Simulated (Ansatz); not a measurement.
Stoichiometric slabs of Ta (Fm-3m (No. 225)), cut along different planes. They are 10 to 11 Å thick, cut from the relaxed bulk and then relaxed; γ is the mean of both faces, φ the top face's.

Space group Fm-3m (No. 225). a = 4.223 Å, b = 4.223 Å, c = 4.223 Å, α = 90.00°, β = 90.00°, γ = 90.00°
```
atom site symmetry x y z
  Ta    4a m-3m  0.0000  0.0000  0.0000
```

These are results of DFT PBE, scalar-relativistic, plane waves, PAW in Ansatz 0.2.0, not measurements. Cutoff 420 eV, k spacing 0.19 to 0.25 Å⁻¹, dipole correction; spin where the bulk is magnetic.

| slab | cell (Å²) | γ as cut (J/m²) | γ relaxed (J/m²) | φ (eV) | bulk gap (eV) |
| --- | --- | --- | --- | --- | --- |
| (111), Ta/Ta | 7.7 | 2.42 | 2.41 | 4.64 | 0.0 |
| (110), Ta/Ta | 12.6 | 2.68 | 2.42 | 3.83 | 0.0 |

Problem. Estimate γ for (100), Ta/Ta (cell 8.9 Å², bulk gap 0.0 eV).

Solution. 2.39 J/m² as cut and 2.30 J/m² relaxed, the lowest of the 3.

Problem. Which of these faces must appear on a crystal's equilibrium shape?

Solution. By Wulff's rule each face lies at a distance from the centre in proportion to its γ, so the lowest, (100), Ta/Ta at 2.30 J/m², lies nearest and is sure to appear among those computed; areas also depend on angles and on how many equivalent faces there are.

Reconstructions weren't sought.

Spin-orbit coupling is left out, which matters for the bands of heavy elements.

The reference crystal is the fcc form of Ta, which isn't its usual structure.

Cost: 9 runs of about 22 core-minutes in all, on Intel Xeon Processor @ 2.50GHz (Skylake/Cascade Lake), Arm Neoverse V1 (shared hosts).